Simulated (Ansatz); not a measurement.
**Band structure of Cu3N**

```
Cu N
1.0
     3.81400    0.00000    0.00000
     0.00000    3.81400    0.00000
     0.00000    0.00000    3.81400
Cu N
3 1
Direct
  0.50000 0.00000 0.00000
  0.00000 0.50000 0.00000
  0.00000 0.00000 0.50000
  0.00000 0.00000 0.00000
```

Atom numbers follow the list: Cu1, Cu2, Cu3, N4.

The cell comes from COD entry 1536894, which wasn't checked; take it as a given geometry.

The calculation used Ansatz 0.2.0, DFT, PBEsol, all-electron LAPW, scalar-relativistic.

Sampling and basis: a Γ-centred 10×10×10 k mesh, Fermi–Dirac smearing of 0.08 eV, basis error target 1 meV/atom, no spin polarisation.

Points in fractions of the reciprocal vectors of this cell: Γ (0, 0, 0), X (0, 0.5, 0), M (0.5, 0.5, 0), R (0.5, 0.5, 0.5). The path runs Γ–X–M–Γ–R–X–R–M. Energies are in eV from the top of the valence band; (×n) counts levels within 4 meV of each other, which need not be degenerate by symmetry.

Task: Metal or insulator at this level of theory?

Result: An insulator or semiconductor: gap 0.14 eV, indirect from R (0.5, 0.5, 0.5) to M (0.5, 0.5, 0) (so small a gap may close at points that the mesh and path miss).

Task: Tabulate bands 30 to 35, counted from the lowest band of the run, along the path.

Result: 
```
k (1/Å)  point  band 30  band 31  band 32  band 33  band 34  band 35
   0.00      Γ    -1.81    -1.81    -1.77     0.99     5.21     5.21
   0.12           -1.79    -1.79    -1.79     1.05     4.90     5.24
   0.24           -1.81    -1.75    -1.75     1.21     4.37     5.33
   0.35           -1.81    -1.68    -1.68     1.40     3.88     5.49
   0.47           -1.81    -1.59    -1.59     1.53     3.53     5.72
   0.59           -1.81    -1.50    -1.50     1.57     3.36     6.03
   0.71           -1.81    -1.44    -1.44     1.54     3.31     6.40
   0.82      X    -1.81    -1.41    -1.41     1.53     3.30     6.67
   0.94           -1.86    -1.37    -1.35     1.65     3.24     6.21
   1.06           -1.96    -1.29    -1.23     1.96     3.02     5.39
   1.18           -2.07    -1.21    -1.08     2.38     2.53     4.92
   1.29           -1.93    -1.15    -0.93     1.83     2.80     4.76
   1.41           -1.63    -1.10    -0.80     1.09     3.15     4.75
   1.53           -1.28    -1.07    -0.72     0.45     3.39     4.78
   1.65      M    -1.07    -1.07    -0.69     0.14     3.48     4.79
   1.81           -1.43    -1.07    -0.75     0.69     3.32     4.74
   1.98           -1.87    -1.09    -0.92     1.65     2.96     4.60
   2.15           -2.07    -1.16    -1.15     2.30     2.87     4.42
   2.31           -1.96    -1.41    -1.31     1.90     3.73     4.34
   2.48           -1.88    -1.63    -1.57     1.45     4.46     4.53
   2.65           -1.81    -1.76    -1.76     1.11     4.85     5.05
   2.81      Γ    -1.81    -1.81    -1.77     0.99     5.21     5.21
   3.02           -1.79    -1.73    -1.73     1.17     4.87     4.87
   3.22           -1.80    -1.43    -1.43     1.68     4.49     4.49
   3.42           -1.81    -1.06    -1.06     2.30     4.11     4.11
   3.63           -1.83    -0.76    -0.76     2.54     3.36     3.36
   3.83           -1.80    -0.52    -0.52     2.18     2.30     2.30
   4.04           -0.84    -0.25    -0.25     1.29     1.29     1.46
   4.24      R     0.00     0.00     0.00     0.73     0.73     0.73
   4.41           -0.52    -0.45    -0.03     0.95     1.19     1.40
   4.57           -1.23    -0.88    -0.12     1.51     1.76     2.43
   4.74           -1.78    -1.14    -0.28     2.21     2.32     3.26
   4.90           -1.94    -1.30    -0.54     2.60     3.09     3.32
   5.07           -1.95    -1.39    -0.88     2.37     2.94     4.47
   5.24           -1.88    -1.41    -1.23     1.76     3.20     5.78
   5.40      X    -1.81    -1.41    -1.41     1.53     3.30     6.67
   6.57      R     0.00     0.00     0.00     0.73     0.73     0.73
   6.69           -0.28    -0.28    -0.03     0.69     1.13     1.13
   6.80           -0.62    -0.62    -0.10     0.59     1.84     1.84
   6.92           -0.84    -0.84    -0.21     0.45     2.62     2.62
   7.04           -0.96    -0.96    -0.36     0.32     3.40     3.40
   7.16           -1.03    -1.03    -0.51     0.22     4.11     4.11
   7.27           -1.06    -1.06    -0.64     0.16     3.66     4.61
   7.39      M    -1.07    -1.07    -0.69     0.14     3.48     4.79
```

Kohn–Sham gaps of semilocal functionals usually fall short of measured ones.
